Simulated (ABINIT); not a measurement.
ZnS: band structure with TB-mBJ

**Measured values to compare with.**

“Electronic, vibrational, and thermodynamic properties of ZnS (zincblende and rocksalt structure)”, 2009, arxiv:0911.5022 quotes, for a bulk crystal of ZnS at 19 K: band gap 3.85 eV (direct).

Crystal: ZnS.

```xyz
2
Lattice="0.0000 2.7020 2.7020 2.7020 0.0000 2.7020 2.7020 2.7020 0.0000" Properties=species:S:1:pos:R:3 pbc="T T T"
Zn    4.0530    4.0530    4.0530
S     0.0000    0.0000    0.0000
```

| Quantity | Value |
| --- | --- |
| Program | ABINIT 10.8.3 (patched build) |
| Task | band structure |
| Functional | TB-mBJ |
| Potentials or basis | JTH PAW PBE v2.0 |
| Cutoff | 707 eV |
| k mesh | 9 × 9 × 9 |
| Occupations | fermi-dirac, width 0.05 eV |
| Spin | no spin polarisation |
| Fine-grid cutoff | 1306.15 eV |

| Item | Value |
| --- | --- |
| Band gap on the k mesh | 3.58 eV, direct |
| Band gap along the path | 3.58 eV, direct |
| Valence electrons inside the program's atomic spheres | Zn 10.70; S 3.68 |

Levels at the corners of the path, in eV from the valence-band top:
```tsv
point	band 5	band 6	band 7	band 8	band 9	band 10	band 11	band 12	band 13	band 14
Γ	-5.33	-5.33	0.00	0.00	0.00	3.58	7.14	7.14	7.14	11.67
X	-5.25	-5.14	-4.10	-2.07	-2.07	4.37	4.98	12.17	13.07	13.07
W	-5.39	-4.98	-4.14	-2.50	-2.48	6.45	6.95	8.81	8.83	13.86
K	-5.30	-5.03	-4.18	-2.83	-1.67	5.07	6.81	10.10	10.43	11.99
Γ	-5.33	-5.33	0.00	0.00	0.00	3.58	7.14	7.14	7.14	11.67
L	-5.31	-5.16	-4.87	-0.80	-0.80	4.48	7.57	7.57	10.13	13.33
U	-5.30	-5.03	-4.18	-2.83	-1.67	5.07	6.81	10.10	10.43	11.99
W	-5.39	-4.98	-4.14	-2.50	-2.48	6.45	6.95	8.81	8.83	13.86
L	-5.31	-5.16	-4.87	-0.80	-0.80	4.48	7.57	7.57	10.13	13.33
K	-5.30	-5.03	-4.18	-2.83	-1.67	5.07	6.81	10.10	10.43	11.99
```

Run time: 7.2 min on 1 thread of Intel(R) Xeon(R) 6975P-C (Granite Rapids), on a shared host, peak memory 0.18 GiB.

Against the measured gap of ZnS, 3.85 eV (direct; 19 K; quoted in “Electronic, vibrational, and thermodynamic properties of ZnS (zincblende and rocksalt structure)”, 2009, arxiv:0911.5022), the calculated 3.58 eV is off by -0.27 eV. The value is that of TB-mBJ, without temperature or zero-point motion.

Caveat: the constant c of TB-mBJ comes from the pseudo density here, which moves gaps by up to 0.3 eV between sets of potentials.
